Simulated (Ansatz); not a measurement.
# Mg: how the settings move a relaxation

Question: which choices in the input matter for Mg?

Program: Ansatz 0.2.0. Level of theory: reference: DFT, PBEsol, PAW with Ansatz's default frozen-core files, scalar-relativistic; relaxation of cell and atoms. These are calculated values, not measurements.

1 further run of the same task is left out (it didn't finish).

## Step 1: The starting structure

It takes space group Im-3m (No. 229, cubic). Conventional cell: a = 2.953 Å, b = 2.953 Å, c = 2.953 Å, α = 90.00°, β = 90.00°, γ = 90.00°. Mg (site symmetry m-3m) is surrounded by 8 Mg at 2.56 Å.

Coordinates:

```
CELL_PARAMETERS angstrom
-1.47650 1.47650 1.47650
1.47650 -1.47650 1.47650
1.47650 1.47650 -1.47650
ATOMIC_POSITIONS crystal
Mg 0.00000 0.00000 0.00000
```

## Step 2: The reference run

input.yaml

```yaml
crystal:
  lattice:
    - [-1.4765, 1.4765, 1.4765]
    - [1.4765, -1.4765, 1.4765]
    - [1.4765, 1.4765, -1.4765]
  atoms:
    - { symbol: Mg, position: [0.0, 0.0, 0.0] }
kpoints:
  mp_grid: { grid: [26, 26, 26] }
scf:
  occupations: { method: fermi_dirac, width: 0.08 }
hamiltonian:
  xc: pbesol
  pseudopotentials: { kind: paw }
relax:
  f_tol: 0.002
  max_steps: 80
  cell: {}
output:
  forces: true
  stress: true
  write_density: true
  write_potential: true
  elf: true
  volumetric_format: npy
```

On the command line:

```
ansatz run input.yaml --threads 1 --pin off --max-ram 2560MiB --backend cpu --events-out ev --progress --plain --runs-dir out
```

## Step 3: Changing settings: mp_grid.grid [9, 9, 9], dr2_threshold 1.0e-08

input.yaml, as its differences from that of step 2:

```diff
@@ -8,5 +8,6 @@
 kpoints:
-  mp_grid: { grid: [26, 26, 26] }
+  mp_grid: { grid: [9, 9, 9] }
 scf:
   occupations: { method: fermi_dirac, width: 0.08 }
+  convergence: { dr2_threshold: 1.0e-08 }
 hamiltonian:
```

**Question.** What will these runs give? Wanted: for each run, ending; energy change; pressure; gap; force.

As calculated:

| run | ending | energy change | pressure (GPa) | gap (eV) | force (eV/Å) | cycles | time |
| --- | --- | --- | --- | --- | --- | --- | --- |
| reference | converged | 0 | 0.0 | 0.00 | 0.00 | 47 | 29 s |
| 1: mp_grid.grid [9, 9, 9], dr2_threshold 1.0e-08 | converged | +8.8 meV/atom | 0.0 | 0.00 | 0.00 | 45 | 3.1 s |

Changing the k-point mesh and convergence setting moves the energy by +8.8 meV/atom, and the final volume goes from 22.48 to 22.54 Å³. Sampling errors of the energy have no fixed sign. Of the settings changed, the mesh is the one that moves energies this far. Cost: 45 SCF cycles against 47, 3.1 s against 29 s.
